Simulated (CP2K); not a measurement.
Runs of CP2K 2026.2 on HfC. Symmetry: Fm-3m, No. 225, cubic system. The conventional cell has a = 4.650 Å, b = 4.650 Å, c = 4.650 Å, α = 90.00°, β = 90.00°, γ = 90.00°. Hf (site symmetry m-3m) has 6 C at 2.32 Å as nearest neighbours. C (site symmetry m-3m) has 6 Hf at 2.32 Å as nearest neighbours. 

| task | level | cell | smearing | EPS_DEFAULT | NGRIDS | points a segment of the path (NPOINTS) | bands added on the path | gap on the mesh (eV) | pressure (GPa) | V0 of scaled cells (Å³/atom) | B0 (GPa) |
| --- | --- | --- | --- | --- | --- | --- | --- | --- | --- | --- | --- |
| band structure | PBEsol | as given | fermi-dirac 0.05 eV | 1.0E-9 | 4 | 8 | 4 | none | -6.5 | - | - |
| band structure | PBEsol | as given | fermi-dirac 0.0259 eV | 1.0E-9 | 4 | 6 | 2 | none | -6.5 | - | - |
| equation of state | PBE | as given | fermi-dirac 0.05 eV | 1.0E-10 | 5 | - | - | - | - | 12.48 | 236 |
| single point | PBEsol | the cell as VASP's run set it | gaussian 0.1 eV | 1.0E-10 | 4 | - | - | none | -6.5 | - | - |
| band structure | PBE | as given | fermi-dirac 0.05 eV | 1.0E-10 | 5 | 6 | 6 | none | -1.6 | - | - |
| single point | PBEsol | as given | fermi-dirac 0.05 eV | 1.0E-10 | 5 | - | - | none | -6.5 | - | - |
| equation of state | PBEsol | as given | fermi-dirac 0.05 eV | 1.0E-10 | 5 | - | - | - | - | (a) | 248 |
| band structure | PBE | as given | fermi-dirac 0.05 eV | 1.0E-9 | 5 | 6 | 2 | none | -1.6 | - | - |

Alike in all rows: potentials or basis POTENTIAL_UZH Hf GTH-PBE-q12, C GTH-PBE-q4; TZVP-MOLOPT-PBE-GTH basis; no spin polarisation; k mesh 10 × 10 × 10.

Fill in the values left out.

(a) 12.23.

Caveats: the basis of atomic orbitals isn't converged, which shifts pressures, moduli and gaps; the potentials were made for another functional, which shifts forces and pressure (some runs).

A k mesh can miss the band edges, and the runs leave out spin-orbit coupling on Hf.

A gap of «none» marks a metal or a gap under the smearing width.

Not every run made on this cell is shown here.
